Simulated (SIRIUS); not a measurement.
# ZrB2 (P6/mmm) in SIRIUS: notebook, part 2 of 5

SIRIUS 7.12.0.

**3. Band structure, PBE**

sirius.json reads:

```json
{
  "control": {
    "processing_unit": "cpu",
    "std_evp_solver_name": "lapack",
    "gen_evp_solver_name": "lapack",
    "verbosity": 2,
    "print_forces": true,
    "ortho_rf": true,
    "use_second_variation": true,
    "rmt_max": 3.0,
    "num_bands_to_print": 24,
    "save_wf": true
  },
  "parameters": {
    "electronic_structure_method": "full_potential_lapwlo",
    "xc_functionals": ["XC_GGA_X_PBE", "XC_GGA_C_PBE"],
    "core_relativity": "dirac",
    "valence_relativity": "zora",
    "num_fv_states": 24,
    "smearing": "fermi_dirac",
    "smearing_width": 0.0018374661,
    "pw_cutoff": 20,
    "gk_cutoff": 3.82,
    "lmax_apw": 11,
    "lmax_rho": 8,
    "lmax_pot": 8,
    "num_mag_dims": 0,
    "auto_rmt": 0,
    "ngridk": [10, 10, 8],
    "shiftk": [0, 0, 0],
    "num_dft_iter": 80,
    "energy_tol": 1e-07,
    "density_tol": 1e-05,
    "use_symmetry": true
  },
  "settings": {"tol_ne": 1e-10},
  "iterative_solver": {"type": "exact"},
  "mixer": {"type": "anderson", "beta": 0.5, "max_history": 8},
  "unit_cell": {
    "lattice_vectors": [[5.9904318151, 0.0, 0.0], [-2.9952159075, 5.1878661315, 0.0], [0.0, 0.0, 6.6764023983]],
    "atom_types": ["B", "Zr"],
    "atom_files": {"B": "B.json", "Zr": "Zr.json"},
    "atoms": {"B": [[0.6666666667, 0.3333333333, 0.5], [0.3333333333, 0.6666666667, 0.5]], "Zr": [[0.0, 0.0, 0.0]]}
  }
}
```

B.json reads:

```json
{
  "name": "boron",
  "symbol": "B",
  "number": 5,
  "mass": 10.811,
  "rmin": 1e-06,
  "rmt": 1.7,
  "nrmt": 800,
  "rinf": 17.81,
  "core": "1s",
  "valence": [
    {"basis": [{"enu": 0.24, "dme": 0, "n": 0, "auto": 0}, {"enu": 0.24, "dme": 1, "n": 0, "auto": 0}]},
    {"l": 0, "n": 1, "basis": [{"enu": 0.2859, "dme": 0, "n": 0, "auto": 0}]},
    {"l": 1, "n": 2, "basis": [{"enu": 0.34, "dme": 0, "n": 0, "auto": 0}]},
    {"l": 2, "n": 3, "basis": [{"enu": 0.34, "dme": 0, "n": 0, "auto": 0}]},
    {"l": 3, "n": 4, "basis": [{"enu": 0.34, "dme": 0, "n": 0, "auto": 0}]}
  ],
  "lo": [
    {
      "l": 0,
      "basis": [{"enu": 0.2859, "dme": 0, "n": 0, "auto": 0}, {"enu": 0.2859, "dme": 1, "n": 0, "auto": 0}]
    },
    {
      "l": 0,
      "basis": [{"enu": 0.2859, "dme": 1, "n": 0, "auto": 0}, {"enu": 0.2859, "dme": 2, "n": 0, "auto": 0}]
    },
    {
      "l": 0,
      "basis": [{"enu": 0.2859, "dme": 0, "n": 0, "auto": 0}, {"enu": 4.4381, "dme": 0, "n": 0, "auto": 0}]
    },
    {"l": 1, "basis": [{"enu": 0.34, "dme": 0, "n": 0, "auto": 0}, {"enu": 0.34, "dme": 1, "n": 0, "auto": 0}]},
    {"l": 1, "basis": [{"enu": 0.34, "dme": 1, "n": 0, "auto": 0}, {"enu": 0.34, "dme": 2, "n": 0, "auto": 0}]},
    {"l": 1, "basis": [{"enu": 0.34, "dme": 0, "n": 0, "auto": 0}, {"enu": 5.1151, "dme": 0, "n": 0, "auto": 0}]},
    {"l": 2, "basis": [{"enu": 0.34, "dme": 0, "n": 0, "auto": 0}, {"enu": 0.34, "dme": 1, "n": 0, "auto": 0}]},
    {"l": 2, "basis": [{"enu": 0.34, "dme": 1, "n": 0, "auto": 0}, {"enu": 0.34, "dme": 2, "n": 0, "auto": 0}]},
    {"l": 2, "basis": [{"enu": 0.34, "dme": 0, "n": 0, "auto": 0}, {"enu": 5.7379, "dme": 0, "n": 0, "auto": 0}]},
    {"l": 3, "basis": [{"enu": 0.34, "dme": 0, "n": 0, "auto": 0}, {"enu": 0.34, "dme": 1, "n": 0, "auto": 0}]}
  ],
  "free_atom": [... radial grid and density of the free atom, the start of the SCF ...]
}
```

Zr.json reads:

```json
{
  "name": "zirconium",
  "symbol": "Zr",
  "number": 40,
  "mass": 91.224,
  "rmin": 1e-06,
  "rmt": 2.48,
  "nrmt": 800,
  "rinf": 17.42,
  "core": "1s2s2p3s3p",
  "valence": [
    {"basis": [{"enu": 0.24, "dme": 0, "n": 0, "auto": 0}, {"enu": 0.24, "dme": 1, "n": 0, "auto": 0}]},
    {"l": 0, "n": 1, "basis": [{"enu": 0.34, "dme": 0, "n": 0, "auto": 0}]},
    {"l": 1, "n": 2, "basis": [{"enu": 0.34, "dme": 0, "n": 0, "auto": 0}]},
    {"l": 2, "n": 3, "basis": [{"enu": 0.34, "dme": 0, "n": 0, "auto": 0}]},
    {"l": 3, "n": 4, "basis": [{"enu": 0.34, "dme": 0, "n": 0, "auto": 0}]}
  ],
  "lo": [
    {"l": 0, "basis": [{"enu": 0.34, "dme": 0, "n": 0, "auto": 0}, {"enu": 0.34, "dme": 1, "n": 0, "auto": 0}]},
    {
      "l": 0,
      "basis": [{"enu": -1.5212, "dme": 0, "n": 4, "auto": 1}, {"enu": -1.5212, "dme": 1, "n": 4, "auto": 1}]
    },
    {
      "l": 0,
      "basis": [{"enu": -1.5212, "dme": 1, "n": 4, "auto": 1}, {"enu": 0.34, "dme": 0, "n": 0, "auto": 0}]
    },
    {"l": 0, "basis": [{"enu": 0.34, "dme": 0, "n": 0, "auto": 0}, {"enu": 2.9415, "dme": 0, "n": 0, "auto": 0}]},
    {"l": 1, "basis": [{"enu": 0.34, "dme": 0, "n": 0, "auto": 0}, {"enu": 0.34, "dme": 1, "n": 0, "auto": 0}]},
    {
      "l": 1,
      "basis": [{"enu": -0.7159, "dme": 0, "n": 4, "auto": 1}, {"enu": -0.7159, "dme": 1, "n": 4, "auto": 1}]
    },
    {
      "l": 1,
      "basis": [{"enu": -0.7159, "dme": 1, "n": 4, "auto": 1}, {"enu": 0.34, "dme": 0, "n": 0, "auto": 0}]
    },
    {"l": 1, "basis": [{"enu": 0.34, "dme": 0, "n": 0, "auto": 0}, {"enu": 3.3317, "dme": 0, "n": 0, "auto": 0}]},
    {"l": 2, "basis": [{"enu": 0.34, "dme": 0, "n": 0, "auto": 0}, {"enu": 0.34, "dme": 1, "n": 0, "auto": 0}]},
    {"l": 2, "basis": [{"enu": 0.34, "dme": 1, "n": 0, "auto": 0}, {"enu": 0.34, "dme": 2, "n": 0, "auto": 0}]},
    {
      "l": 2,
      "basis": [{"enu": -5.9526, "dme": 0, "n": 3, "auto": 1}, {"enu": -5.9526, "dme": 1, "n": 3, "auto": 1}]
    },
    {"l": 2, "basis": [{"enu": 0.34, "dme": 0, "n": 0, "auto": 0}, {"enu": 2.8764, "dme": 0, "n": 0, "auto": 0}]},
    {"l": 3, "basis": [{"enu": 0.34, "dme": 0, "n": 0, "auto": 0}, {"enu": 0.34, "dme": 1, "n": 0, "auto": 0}]},
    {"l": 3, "basis": [{"enu": 0.34, "dme": 0, "n": 0, "auto": 0}, {"enu": 3.1691, "dme": 0, "n": 0, "auto": 0}]}
  ],
  "free_atom": [... radial grid and density of the free atom, the start of the SCF ...]
}
```

sirius_start.json reads:

```json
{
  "control": {
    "processing_unit": "cpu",
    "std_evp_solver_name": "lapack",
    "gen_evp_solver_name": "lapack",
    "verbosity": 1,
    "print_forces": false,
    "ortho_rf": true,
    "use_second_variation": true,
    "rmt_max": 3.0,
    "num_bands_to_print": 24,
    "save_wf": false
  },
  "parameters": {
    "electronic_structure_method": "full_potential_lapwlo",
    "xc_functionals": ["XC_LDA_X", "XC_LDA_C_PW"],
    "core_relativity": "dirac",
    "valence_relativity": "zora",
    "num_fv_states": 24,
    "smearing": "fermi_dirac",
    "smearing_width": 0.0055123983,
    "pw_cutoff": 20,
    "gk_cutoff": 3.06,
    "lmax_apw": 11,
    "lmax_rho": 8,
    "lmax_pot": 8,
    "num_mag_dims": 0,
    "auto_rmt": 0,
    "ngridk": [4, 4, 3],
    "shiftk": [0, 0, 0],
    "num_dft_iter": 30,
    "energy_tol": 0.01,
    "density_tol": 0.05,
    "use_symmetry": true
  },
  "settings": {"tol_ne": 1e-10},
  "iterative_solver": {"type": "exact"},
  "mixer": {"type": "anderson", "beta": 0.5, "max_history": 8},
  "unit_cell": {
    "lattice_vectors": [[5.9904318151, 0.0, 0.0], [-2.9952159075, 5.1878661315, 0.0], [0.0, 0.0, 6.6764023983]],
    "atom_types": ["B", "Zr"],
    "atom_files": {"B": "B.json", "Zr": "Zr.json"},
    "atoms": {"B": [[0.6666666667, 0.3333333333, 0.5], [0.3333333333, 0.6666666667, 0.5]], "Zr": [[0.0, 0.0, 0.0]]}
  }
}
```

sirius_bands.json reads:

```json
{
  "control": {
    "processing_unit": "cpu",
    "std_evp_solver_name": "lapack",
    "gen_evp_solver_name": "lapack",
    "verbosity": 2,
    "print_forces": true,
    "ortho_rf": true,
    "use_second_variation": true,
    "rmt_max": 3.0,
    "num_bands_to_print": 24,
    "save_wf": true
  },
  "parameters": {
    "electronic_structure_method": "full_potential_lapwlo",
    "xc_functionals": ["XC_GGA_X_PBE", "XC_GGA_C_PBE"],
    "core_relativity": "dirac",
    "valence_relativity": "zora",
    "num_fv_states": 24,
    "smearing": "fermi_dirac",
    "smearing_width": 0.0018374661,
    "pw_cutoff": 20,
    "gk_cutoff": 3.82,
    "lmax_apw": 11,
    "lmax_rho": 8,
    "lmax_pot": 8,
    "num_mag_dims": 0,
    "auto_rmt": 0,
    "ngridk": [10, 10, 8],
    "shiftk": [0, 0, 0],
    "num_dft_iter": 80,
    "energy_tol": 1e-07,
    "density_tol": 1e-05,
    "use_symmetry": true
  },
  "settings": {"tol_ne": 1e-10},
  "iterative_solver": {"type": "exact"},
  "mixer": {"type": "anderson", "beta": 0.5, "max_history": 8},
  "unit_cell": {
    "lattice_vectors": [[5.9904318151, 0.0, 0.0], [-2.9952159075, 5.1878661315, 0.0], [0.0, 0.0, 6.6764023983]],
    "atom_types": ["B", "Zr"],
    "atom_files": {"B": "B.json", "Zr": "Zr.json"},
    "atoms": {"B": [[0.6666666667, 0.3333333333, 0.5], [0.3333333333, 0.6666666667, 0.5]], "Zr": [[0.0, 0.0, 0.0]]}
  },
  "kpoints_rel": {
    "G": [0.0, 0.0, 0.0],
    "A": [0.0, 0.0, 0.5],
    "H": [0.3333333333, 0.3333333333, 0.5],
    "K": [0.3333333333, 0.3333333333, 0.0],
    "L": [0.5, 0.0, 0.5],
    "M": [0.5, 0.0, 0.0]
  },
  "kpoints_path": ["G", "M", "K", "G", "A", "L", "H", "A"]
}
```

Potentials or basis: all-electron FP-LAPW (ZORA valence), apw+lo standard.

On the command line:

```
OMP_NUM_THREADS=1 sirius.scf --input=sirius_start.json --output=start.json
OMP_NUM_THREADS=1 sirius.scf --input=sirius.json --output=output.json --task=1
OMP_NUM_THREADS=1 sirius.scf --input=sirius_bands.json --output=bands_out.json --task=2
```

Run time: 94 s. Hardware: 1 thread of Arm Neoverse V1, shared host; peak memory 0.59 GiB.

Results (log left out):

```yaml
Free_energy: -99296.4487 eV
Band_gap_along_the_path: none (metal or under the smearing width)
All_electrons_inside_the_program's_atomic_spheres: Zr 37.87; B 3.80 (radii B 1.7, Zr 2.48 bohr)
```

Levels at the corners of the path, in eV from the Fermi level:
```
point  band 12  band 13  band 14  band 15  band 16  band 17
    Γ    -2.55    -2.50    -2.26     3.49     3.49     4.26
    M    -3.81    -2.97    -2.60     2.32     2.39     5.01
    K    -6.82    -2.36    -2.36     1.65     1.65     3.24
    Γ    -2.55    -2.50    -2.26     3.49     3.49     4.26
    A    -0.88    -0.88     0.42     0.42     0.86     0.86
    L    -4.52    -4.04    -1.92     3.83     4.17     5.38
    H    -4.84    -2.59    -2.59     4.18     6.11     6.11
    A    -0.88    -0.88     0.42     0.42     0.86     0.86
```

**4. Band structure, PBE**

Edit sirius.json of step 3 so:

```diff
@@ -17,3 +17,3 @@
     "core_relativity": "dirac",
-    "valence_relativity": "zora",
+    "valence_relativity": "koelling_harmon",
     "num_fv_states": 24,
```

B.json is that of step 3.

Zr.json is that of step 3.

Edit sirius_start.json of step 3 so:

```diff
@@ -17,3 +17,3 @@
     "core_relativity": "dirac",
-    "valence_relativity": "zora",
+    "valence_relativity": "koelling_harmon",
     "num_fv_states": 24,
```

Edit sirius_bands.json of step 3 so:

```diff
@@ -17,3 +17,3 @@
     "core_relativity": "dirac",
-    "valence_relativity": "zora",
+    "valence_relativity": "koelling_harmon",
     "num_fv_states": 24,
```

Potentials or basis: all-electron FP-LAPW (Koelling-Harmon valence), apw+lo standard.

On the command line:

```
OMP_NUM_THREADS=1 sirius.scf --input=sirius_start.json --output=start.json
OMP_NUM_THREADS=1 sirius.scf --input=sirius.json --output=output.json --task=1
OMP_NUM_THREADS=1 sirius.scf --input=sirius_bands.json --output=bands_out.json --task=2
```

The log of the run:

```text
[info] SIRIUS version : 7.12.0
[info] number of MPI ranks           : 1
[info] MPI grid                      : 1 1
[info] maximum number of OMP threads : 1
[fft] FFT context for density and potential
[fft] =====================================
[fft]   plane wave cutoff                     : 20
[fft]   grid size                             : 45 45 45   total : 91125
[fft]   grid limits                           : -22 22   -22 22   -22 22
[fft]   number of G-vectors within the cutoff : 27985
[fft]   number of G-shells                    : 1441
[fft] FFT context for coarse grid
[fft] =====================================
[fft]   plane wave cutoff                     : 7.64
[fft]   grid size                             : 18 18 20   total : 6480
[fft]   grid limits                           : -8 9   -8 9   -9 10
[fft]   number of G-vectors within the cutoff : 1571
[fft]   number of G-shells                    : 110
[unit cell] lattice vectors
[unit cell]   a1 :       5.9904318151      0.0000000000      0.0000000000
[... 484 lines left out ...]
[find] enuc                           :   -4415.56708127
[find] <rho|V^{XC}>                   :    -159.58933822
[find] <rho|E^{XC}>                   :    -122.59313317
[find] <mag|B^{XC}>                   :       0.00000000
[find] <rho|V^{H}>                    :   -5758.29401462
[find] smearing (-TS)                 :      -0.00010406
[find] SCF correction                 :       0.00001075
[find] Total energy                   :   -3649.07708131 (Ha),   -7298.15416262 (Ry)
[find] Free energy (E-TS)             :   -3649.07718537 (Ha),   -7298.15437074 (Ry)
[find] band gap (eV)                  :       0.00000000
[find] Efermi                         :       0.42626904
[ground_state]
[ground_state] ==== total Forces in Ha/bohr =====
[ground_state] atom:    0, force:      -0.0000000      0.0000000      0.0000000
[ground_state] atom:    1, force:       0.0000000     -0.0000000      0.0000000
[ground_state] atom:    2, force:       0.0000000      0.0000000      0.0000000
[ground_state] ==== contribution from density =====
[ground_state] atom:    0, force:       0.0000000     -0.0000000      0.0000000
[ground_state] atom:    1, force:      -0.0000000      0.0000000      0.0000000
[ground_state] atom:    2, force:       0.0000000      0.0000000      0.0000000
[ground_state] ==== contribution from Hartree potential =====
[ground_state] atom:    0, force:      -0.0000000      0.0000000      0.0000000
[ground_state] atom:    1, force:       0.0000000      0.0000000      0.0000000
[ground_state] atom:    2, force:       0.0000000      0.0000000      0.0000000
[ground_state] ==== contribution from IBS =====
[ground_state] atom:    0, force:      -0.0000000      0.0000000      0.0000000
[ground_state] atom:    1, force:       0.0000000     -0.0000000      0.0000000
[ground_state] atom:    2, force:       0.0000000      0.0000000      0.0000000
```

Run time: 94 s. Hardware: 1 thread of Arm Neoverse V1, shared host; peak memory 0.59 GiB.

Results:

| Item | Value |
| --- | --- |
| Free energy | -99296.4487 eV |
| Band gap along the path | none (metal or under the smearing width) |
| All electrons inside the program's atomic spheres | Zr 37.87; B 3.80 (radii B 1.7, Zr 2.48 bohr) |

Levels at the corners of the path, in eV from the Fermi level:
```csv
point,band 12,band 13,band 14,band 15,band 16,band 17
Γ,-2.55,-2.50,-2.26,3.49,3.49,4.26
M,-3.81,-2.97,-2.60,2.32,2.39,5.01
K,-6.82,-2.36,-2.36,1.65,1.65,3.24
Γ,-2.55,-2.50,-2.26,3.49,3.49,4.26
A,-0.88,-0.88,0.42,0.42,0.86,0.86
L,-4.52,-4.04,-1.92,3.83,4.17,5.38
H,-4.84,-2.59,-2.59,4.18,6.11,6.11
A,-0.88,-0.88,0.42,0.42,0.86,0.86
```

(Continued in part 3 of 5.)
